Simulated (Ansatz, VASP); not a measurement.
## V in VASP and in Ansatz

```
V
1.0
     0.00000    2.33324    2.33324
     2.33324    0.00000    2.33324
     2.33324    2.33324    0.00000
V
2
Direct
  0.87500 0.87500 0.87500
  0.12500 0.12500 0.12500
```

Change from the starting cell: volume scaled by 0.68, LAPW.

Alike in both runs: task single point; functional PBE; k mesh 14 × 14 × 14; occupations fermi-dirac, width 0.08 eV; no spin polarisation.

|  | VASP | Ansatz |
| --- | --- | --- |
| version | VASP 6.6.1 | Ansatz 0.2.0 |
| potentials or method | VASP PAW PBE potentials, release 64 (V_sv), cutoff 520 eV | all-electron LAPW, scalar-relativistic |

```tsv
	VASP	Ansatz	Ansatz less VASP
pressure (GPa)	55.8	50.7	-5.06
```

Ansatz ran all-electron here, so the differences hold the error of VASP's frozen core and of both bases.

Caveats: so large a pressure means that the cell lies far from this level's equilibrium, or that cutoff or potentials fall short (VASP).
